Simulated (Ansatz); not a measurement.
The system is CuO.

```
CELL_PARAMETERS angstrom
0.18960 -2.17229 -2.04314
-2.01972 0.10630 -1.95984
2.38320 2.28584 -4.38944
ATOMIC_POSITIONS crystal
Cu 0.45623 0.53069 0.48541
Cu 0.97428 0.98587 0.02436
O 0.80166 0.74472 0.73928
O 0.26782 0.23873 0.25095
```

The cell comes from a database or a generator and needn't be the stable form of this composition.

Base run:

- Program: Ansatz 0.2.0
- Functional: r2SCAN
- Potentials or basis: Ansatz PAW
- Cutoff: 500 eV (not typed: the program's choice for these potentials)
- k mesh: 10 × 10 × 5
- Occupations: fermi-dirac, width 0.05 eV
- Spin: no spin polarisation

Its results: band gap on the k mesh none (metal or under the smearing width); pressure -10.8 GPa; largest force 1.654 eV/Å.

**Question.** The run is repeated on the same cell with these changes: functional from r2SCAN to PBE; potentials or basis from Ansatz PAW to PseudoDojo standard (PBE files); cutoff from 500 eV (not typed: the program's choice for these potentials) to 1252 eV. What comes out?

**Answer.** Band gap on the k mesh none (metal or under the smearing width); pressure -3.8 GPa; largest force 1.653 eV/Å.

Caveats: the run has no spin polarisation, though such a crystal can be magnetic; semilocal functionals often make such compounds metallic where correlation or magnetic order opens a gap, which also shifts bond lengths; forces of over 1 eV/Å show positions far from the minimum, so gaps and moduli don't describe the material at rest; the PAW data sets come from PBE, with cores solved anew for the run's functional, which leaves a small shift of forces and pressure (some runs).
